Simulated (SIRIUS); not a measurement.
# Pd (Fm-3m) in SIRIUS: a series of runs, part 2 of 2

SIRIUS 7.10.0.

## 3. Single point, PBE

sirius.json

```json
{
  "control": {
    "processing_unit": "cpu",
    "verbosity": 2,
    "num_bands_to_print": 16,
    "print_forces": true,
    "print_stress": true
  },
  "parameters": {
    "electronic_structure_method": "pseudopotential",
    "xc_functionals": ["XC_GGA_X_PBE", "XC_GGA_C_PBE"],
    "gk_cutoff": 9.1,
    "pw_cutoff": 18.2,
    "ngridk": [12, 12, 12],
    "shiftk": [0, 0, 0],
    "smearing": "fermi_dirac",
    "smearing_width": 0.0018374661,
    "num_bands": 16,
    "num_mag_dims": 0,
    "num_dft_iter": 100,
    "energy_tol": 1e-08,
    "density_tol": 1e-06
  },
  "iterative_solver": {
    "type": "davidson",
    "min_tolerance": 1e-09,
    "tolerance_scale": [0.1, 0.25]
  },
  "mixer": {
    "type": "anderson",
    "beta": 0.7,
    "max_history": 8
  },
  "settings": {
    "tol_ne": 1e-10,
    "pseudo_grid_cutoff": 6.5
  },
  "unit_cell": {
    "lattice_vectors": [
      [0.0, 3.678351901584, 3.678351901584],
      [3.678351901584, 0.0, 3.678351901584],
      [3.678351901584, 3.678351901584, 0.0]
    ],
    "atom_coordinate_units": "lattice",
    "atom_types": ["Pd"],
    "atom_files": {
      "Pd": "Pd.json"
    },
    "atoms": {
      "Pd": [
        [0.0, 0.0, 0.0]
      ]
    }
  }
}
```

Potentials or basis: PseudoDojo 0.4 PBE stringent (scalar relativistic).

Command:

```sh
$ upf_to_json Pd.upf
$ OMP_NUM_THREADS=1 sirius.scf --input=sirius.json --output=out.json --task=0
```

The log of the run:

```text
[info] SIRIUS version : 7.10.0
[info] number of MPI ranks           : 1
[info] MPI grid                      : 1 1
[info] maximum number of OMP threads : 1
[fft] FFT context for density and potential
[fft] =====================================
[fft]   comm size                             : 1
[fft]   plane wave cutoff                     : 18.2
[fft]   grid size                             : 36 36 36   total : 46656
[fft]   grid limits                           : -17 18   -17 18   -17 18
[fft]   number of G-vectors within the cutoff : 5041
[fft]   local number of G-vectors             : 5041
[fft]   number of G-shells                    : 305
[fft] FFT context for coarse grid
[fft] =====================================
[fft]   comm size                             : 1
[fft]   plane wave cutoff                     : 18.2
[fft]   grid size                             : 36 36 36   total : 46656
[fft]   grid limits                           : -17 18   -17 18   -17 18
[fft]   number of G-vectors within the cutoff : 5041
[fft]   local number of G-vectors             : 5041
[fft]   number of G-shells                    : 305
[unit cell] lattice vectors
[unit cell]   a1 :       0.0000000000      3.6783519016      3.6783519016
[unit cell]   a2 :       3.6783519016      0.0000000000      3.6783519016
[unit cell]   a3 :       3.6783519016      3.6783519016      0.0000000000
[unit cell] reciprocal lattice vectors
[unit cell]   b1 :      -0.8540761563      0.8540761563      0.8540761563
[unit cell]   b2 :       0.8540761563     -0.8540761563      0.8540761563
[unit cell]   b3 :       0.8540761563      0.8540761563     -0.8540761563
[unit cell] unit cell volume :        99.53820872 [a.u.^3]
[unit cell] 1/sqrt(omega)    :         0.10023170
[unit cell] MT volume        :         0.00000000 ( 0.00%)
[unit cell] IT volume        :        99.53820872 (100.00%)
[unit cell] number of atom types : 1
[unit cell] type id : 0 symbol : Pd mt_radius :  12.510000 num_atoms : 1
[unit cell] total number of atoms : 1
[unit cell] number of symmetry classes : 1
[unit cell] number of PAW atoms : 0
[unit cell] atom id  type id  class id             position                      vector_field
[unit cell] ------------------------------------------------------------------------------------------
[unit cell]      0        0        0      0.00000   0.00000   0.00000      0.00000   0.00000   0.00000
[unit cell] atom id         position (Cartesian, a.u.)
[unit cell] ---------------------------------------------
[unit cell]      0       0.000000    0.000000    0.000000
[unit cell] class id : 0 atom id : 0
[unit cell] minimum bond length:     5.201975
[unit cell] total number of pseudo wave-functions: 9
[sym] space group number   : 225
[sym] international symbol : Fm-3m
[sym] Hall symbol          : -F 4 2 3
[sym] space group transformation matrix :
[... 265 lines left out ...]
[diagonalize] iterative solver tolerance (occupied, empty): 2.09327e-09 2.09327e-09
[diagonalize] average number of iterations: 2
[diagonalize] Lowest band energies
[diagonalize] ik:    0   -2.364483   -1.096953   -1.096953   -1.096953    0.465154    0.623214    0.623214    0.623214    0.682566    0.682566    1.368239    1.542667    1.542667    1.542667    1.730469    1.841510
[diagonalize] ik:    1   -2.364349   -1.097984   -1.097099   -1.097099    0.474363    0.620070    0.626345    0.626345    0.681144    0.681144    1.376906    1.486125    1.552555    1.552555    1.755074    1.821683
[diagonalize] ik:    2   -2.363983   -1.100786   -1.097499   -1.097499    0.499273    0.614650    0.632680    0.632680    0.680217    0.680217    1.365360    1.415215    1.577792    1.577792    1.699301    1.764632
[diagonalize] ik:    3   -2.363483   -1.104582   -1.098042   -1.098042    0.527054    0.622245    0.634011    0.634011    0.688136    0.688136    1.263009    1.404944    1.598072    1.598072    1.685905    1.703961
[diagonalize] ik:    4   -2.362982   -1.108341   -1.098585   -1.098585    0.536689    0.628988    0.628988    0.664362    0.704812    0.704812    1.149449    1.377484    1.568979    1.568979    1.698632    1.698632
[diagonalize] ...
[diagonalize] ik:   67   -2.361952   -1.108963   -1.104364   -1.102011    0.562914    0.571544    0.637789    0.695633    0.726858    0.907838    1.154667    1.159222    1.211252    1.595306    1.664291    1.805627
[diagonalize] ik:   68   -2.361862   -1.108131   -1.105835   -1.102245    0.567623    0.585306    0.623119    0.682956    0.732768    0.992196    1.059083    1.153070    1.196351    1.607975    1.711476    1.806074
[diagonalize] ik:   69   -2.361906   -1.107500   -1.106481   -1.101822    0.575024    0.599889    0.603896    0.678874    0.726647    0.971995    1.077348    1.134458    1.235219    1.613120    1.682720    1.867175
[diagonalize] ik:   70   -2.361818   -1.109109   -1.104791   -1.102697    0.556128    0.568422    0.649943    0.693609    0.738404    0.972117    1.115005    1.133468    1.165137    1.595796    1.695456    1.782323
[diagonalize] ik:   71   -2.361817   -1.106957   -1.106957   -1.102726    0.568589    0.603278    0.603278    0.679132    0.738424    1.055601    1.055601    1.111413    1.154507    1.679171    1.679171    1.789336
[find] Charges and magnetic moments
[find] --------------------------------------------------------------------------------
[find] total charge          : 18.000000
[find] Energy
[find] --------------------------------------------------------------------------------
[find] valence_eval_sum               :      -5.02863720
[find] <rho|V^{XC}>                   :     -17.52092448
[find] <rho|E^{XC}>                   :     -21.17639790
[find] <mag|B^{XC}>                   :       0.00000000
[find] <rho|V^{H}>                    :      51.68460313
[find] one-electron contribution      :     -39.19231585 (Ha),     -78.38463171 (Ry)
[find] hartree contribution           :      25.84230157
[find] xc contribution                :     -21.17639790
[find] ewald contribution             :    -100.96201721
[find] PAW contribution               :       0.00000000
[find] smearing (-TS)                 :      -0.00072179
[find] SCF correction                 :      -0.00000140
[find] Total energy                   :    -135.48843080 (Ha),    -270.97686160 (Ry)
[find] Free energy (E-TS)             :    -135.48915260 (Ha),    -270.97830519 (Ry)
[find] band gap (eV)                  :       0.00000000
[find] Efermi                         :       0.72701310
[find] iteration : 11, RMS : 1.405446362291e-07, energy difference : -1.383000380883e-10
[find] Hartree energy of density residual : 5.275985258247e-13
[find] bands are converged : true
[find] iterative solver converged : true
[find] converged after 12 SCF iterations!
[find] Charges and magnetic moments
[find] --------------------------------------------------------------------------------
[find] total charge          : 18.000000
[find] Energy
[find] --------------------------------------------------------------------------------
[find] valence_eval_sum               :      -5.02863720
[find] <rho|V^{XC}>                   :     -17.52092448
[find] <rho|E^{XC}>                   :     -21.17639790
[find] <mag|B^{XC}>                   :       0.00000000
[find] <rho|V^{H}>                    :      51.68460313
[find] one-electron contribution      :     -39.19231585 (Ha),     -78.38463171 (Ry)
[find] hartree contribution           :      25.84230157
[find] xc contribution                :     -21.17639790
[find] ewald contribution             :    -100.96201721
[find] PAW contribution               :       0.00000000
[find] smearing (-TS)                 :      -0.00072179
[find] SCF correction                 :      -0.00000140
[find] Total energy                   :    -135.48843080 (Ha),    -270.97686160 (Ry)
[find] Free energy (E-TS)             :    -135.48915260 (Ha),    -270.97830519 (Ry)
[find] band gap (eV)                  :       0.00000000
[find] Efermi                         :       0.72701310
[ground_state] === stress tensor components [kbar] ===
[ground_state] === stress_kin ===
[ground_state] -89753.688741   -0.000000    0.000000
[ground_state]    -0.000000-89753.688741    0.000000
[ground_state]     0.000000    0.000000-89753.688741
[ground_state] === stress_har ===
[ground_state] -25461.132689   -0.000000    0.000000
[ground_state]    -0.000000-25461.132689    0.000000
[ground_state]     0.000000    0.000000-25461.132689
[ground_state] === stress_ewald ===
[ground_state] 99472.847266    0.000000   -0.000000
[ground_state]     0.00000099472.847266   -0.000000
[ground_state]    -0.000000   -0.00000099472.847266
[ground_state] === stress_vloc ===
[ground_state] 10631.676306    0.000000   -0.000000
[ground_state]     0.00000010631.676306   -0.000000
[ground_state]    -0.000000   -0.00000010631.676306
[ground_state] === stress_xc ===
[ground_state] -10225.789310   -0.000000    0.000000
[ground_state]    -0.000000-10225.789310    0.000000
[ground_state]     0.000000    0.000000-10225.789310
[ground_state] === stress_core ===
[ground_state] 26042.875879    0.000000    0.000000
[ground_state]     0.00000026042.875879   -0.000000
[ground_state]     0.000000   -0.00000026042.875879
[ground_state] === stress_nonloc ===
[ground_state] -10775.470899   -0.000000   -0.000000
[ground_state]    -0.000000-10775.470899    0.000000
[ground_state]    -0.000000    0.000000-10775.470899
[ground_state] === stress_us_nl ===
[ground_state] -10775.470899   -0.000000   -0.000000
[ground_state]    -0.000000-10775.470899    0.000000
[ground_state]    -0.000000    0.000000-10775.470899
[ground_state] === stress_total ===
[ground_state]   -68.682188    0.000000    0.000000
[ground_state]     0.000000  -68.682188    0.000000
[ground_state]     0.000000    0.000000  -68.682188
[ground_state] ==== total Forces in Ha/bohr =====
[ground_state] atom:    0, force:       0.0000000      0.0000000      0.0000000
[... 8 lines left out ...]
[ground_state] ==== Ewald forces from ions =====
[ground_state] atom:    0, force:       0.0000000      0.0000000      0.0000000
[~DFT_ground_state] local op. applied: 30561
[~DFT_ground_state] evp. work count: 7927.47
[~DFT_ground_state] number of iterative solver steps: 1890
```

It took 35 s on 1 thread of Arm Neoverse V1, shared host; peak memory 0.27 GiB.

What came out:

```
Free energy            : -3686.8477 eV
Pressure               : 6.9 GPa
Band gap on the k mesh : none (metal or under the smearing width)
```

Caveat: this set's palladium file may shift the pressure by some GPa.

## 4. Single point, PBE

sirius.json is that of step 3.

Potentials or basis: SG15 1.2 PBE (norm-conserving).

Command:

```sh
$ upf_to_json Pd_ONCV_PBE-1.2.upf
$ OMP_NUM_THREADS=1 sirius.scf --input=sirius.json --output=out.json --task=0
```

The log of the run:

```text
[info] SIRIUS version : 7.10.0
[info] number of MPI ranks           : 1
[info] MPI grid                      : 1 1
[info] maximum number of OMP threads : 1
[fft] FFT context for density and potential
[fft] =====================================
[fft]   comm size                             : 1
[fft]   plane wave cutoff                     : 18.2
[fft]   grid size                             : 36 36 36   total : 46656
[fft]   grid limits                           : -17 18   -17 18   -17 18
[fft]   number of G-vectors within the cutoff : 5041
[fft]   local number of G-vectors             : 5041
[fft]   number of G-shells                    : 305
[fft] FFT context for coarse grid
[fft] =====================================
[fft]   comm size                             : 1
[fft]   plane wave cutoff                     : 18.2
[fft]   grid size                             : 36 36 36   total : 46656
[fft]   grid limits                           : -17 18   -17 18   -17 18
[fft]   number of G-vectors within the cutoff : 5041
[fft]   local number of G-vectors             : 5041
[fft]   number of G-shells                    : 305
[unit cell] lattice vectors
[unit cell]   a1 :       0.0000000000      3.6783519016      3.6783519016
[unit cell]   a2 :       3.6783519016      0.0000000000      3.6783519016
[unit cell]   a3 :       3.6783519016      3.6783519016      0.0000000000
[unit cell] reciprocal lattice vectors
[unit cell]   b1 :      -0.8540761563      0.8540761563      0.8540761563
[unit cell]   b2 :       0.8540761563     -0.8540761563      0.8540761563
[unit cell]   b3 :       0.8540761563      0.8540761563     -0.8540761563
[unit cell] unit cell volume :        99.53820872 [a.u.^3]
[unit cell] 1/sqrt(omega)    :         0.10023170
[unit cell] MT volume        :         0.00000000 ( 0.00%)
[unit cell] IT volume        :        99.53820872 (100.00%)
[unit cell] number of atom types : 1
[unit cell] type id : 0 symbol : Pd mt_radius :   6.010000 num_atoms : 1
[unit cell] total number of atoms : 1
[unit cell] number of symmetry classes : 1
[unit cell] number of PAW atoms : 0
[... 279 lines left out ...]
[find] valence_eval_sum               :      -4.86345416
[find] <rho|V^{XC}>                   :     -16.21656709
[find] <rho|E^{XC}>                   :     -12.42538765
[find] <mag|B^{XC}>                   :       0.00000000
[find] <rho|V^{H}>                    :      49.32211293
[find] one-electron contribution      :     -37.96899999 (Ha),     -75.93799998 (Ry)
[find] hartree contribution           :      24.66105646
[find] xc contribution                :     -12.42538765
[find] ewald contribution             :    -100.96201721
[find] PAW contribution               :       0.00000000
[find] smearing (-TS)                 :      -0.00072487
[find] SCF correction                 :       0.00000166
[find] Total energy                   :    -126.69534673 (Ha),    -253.39069346 (Ry)
[find] Free energy (E-TS)             :    -126.69607160 (Ha),    -253.39214321 (Ry)
[find] band gap (eV)                  :       0.00000000
[find] Efermi                         :       0.73669149
[find] iteration : 9, RMS : 5.116339123571e-08, energy difference : -6.103562100179e-11
[find] Hartree energy of density residual : 3.001953241353e-13
[find] bands are converged : true
[find] iterative solver converged : true
[find] converged after 10 SCF iterations!
[find] Charges and magnetic moments
[find] --------------------------------------------------------------------------------
[find] total charge          : 18.000000
[find] Energy
[find] --------------------------------------------------------------------------------
[find] valence_eval_sum               :      -4.86345416
[find] <rho|V^{XC}>                   :     -16.21656709
[find] <rho|E^{XC}>                   :     -12.42538765
[find] <mag|B^{XC}>                   :       0.00000000
[find] <rho|V^{H}>                    :      49.32211293
[find] one-electron contribution      :     -37.96899999 (Ha),     -75.93799998 (Ry)
[find] hartree contribution           :      24.66105646
[find] xc contribution                :     -12.42538765
[find] ewald contribution             :    -100.96201721
[find] PAW contribution               :       0.00000000
[find] smearing (-TS)                 :      -0.00072487
[find] SCF correction                 :       0.00000166
[find] Total energy                   :    -126.69534673 (Ha),    -253.39069346 (Ry)
[find] Free energy (E-TS)             :    -126.69607160 (Ha),    -253.39214321 (Ry)
[find] band gap (eV)                  :       0.00000000
[find] Efermi                         :       0.73669149
[ground_state] === stress tensor components [kbar] ===
[ground_state] === stress_kin ===
[ground_state] -84135.946247   -0.000000   -0.000000
[ground_state]    -0.000000-84135.946247    0.000000
[ground_state]    -0.000000    0.000000-84135.946247
[ground_state] === stress_har ===
[ground_state] -24297.310718   -0.000000    0.000000
[ground_state]    -0.000000-24297.310718    0.000000
[ground_state]     0.000000    0.000000-24297.310718
[ground_state] === stress_ewald ===
[ground_state] 99472.847266    0.000000   -0.000000
[ground_state]     0.00000099472.847266   -0.000000
[ground_state]    -0.000000   -0.00000099472.847266
[ground_state] === stress_vloc ===
[ground_state] 12878.282322    0.000000    0.000000
[ground_state]     0.00000012878.282322   -0.000000
[ground_state]     0.000000   -0.00000012878.282322
[ground_state] === stress_xc ===
[ground_state] 11596.855923    0.000000   -0.000000
[ground_state]     0.00000011596.855923   -0.000000
[ground_state]    -0.000000   -0.00000011596.855923
[ground_state] === stress_nonloc ===
[ground_state] -15582.785813   -0.000000    0.000000
[ground_state]    -0.000000-15582.785813    0.000000
[ground_state]     0.000000    0.000000-15582.785813
[ground_state] === stress_us_nl ===
[ground_state] -15582.785813   -0.000000    0.000000
[ground_state]    -0.000000-15582.785813    0.000000
[ground_state]     0.000000    0.000000-15582.785813
[ground_state] === stress_total ===
[ground_state]   -68.057268   -0.000000   -0.000000
[ground_state]    -0.000000  -68.057268    0.000000
[ground_state]    -0.000000    0.000000  -68.057268
[ground_state] ==== total Forces in Ha/bohr =====
[ground_state] atom:    0, force:       0.0000000      0.0000000      0.0000000
[... 8 lines left out ...]
[ground_state] ==== Ewald forces from ions =====
[ground_state] atom:    0, force:       0.0000000      0.0000000      0.0000000
[~DFT_ground_state] local op. applied: 31261
[~DFT_ground_state] evp. work count: 9034.85
[~DFT_ground_state] number of iterative solver steps: 2179
```

Run time: 35 s. Hardware: 1 thread of Arm Neoverse V1, shared host; peak memory 0.19 GiB.

Results:

```
Free energy            : -3447.5757 eV
Pressure               : 6.8 GPa
Band gap on the k mesh : none (metal or under the smearing width)
```

## 5. Summary

```tsv
potentials or basis	gap on the mesh (eV)	pressure (GPa)
PseudoDojo 0.4.1 PBE standard (scalar relativistic)	none	6.9
PseudoDojo 0.4 PBE stringent (scalar relativistic)	none	6.9
SG15 1.2 PBE (norm-conserving)	none	6.8
```

Alike in all rows: task single point; level PBE; no spin polarisation; cell as given; k mesh 12 × 12 × 12; cutoff (eV) 1127; smearing fermi-dirac 0.05 eV.

Caveats: this set's palladium file may shift the pressure by some GPa (some runs).

Total energies depend on the potentials used, so only differences within one code and one set of settings carry meaning.
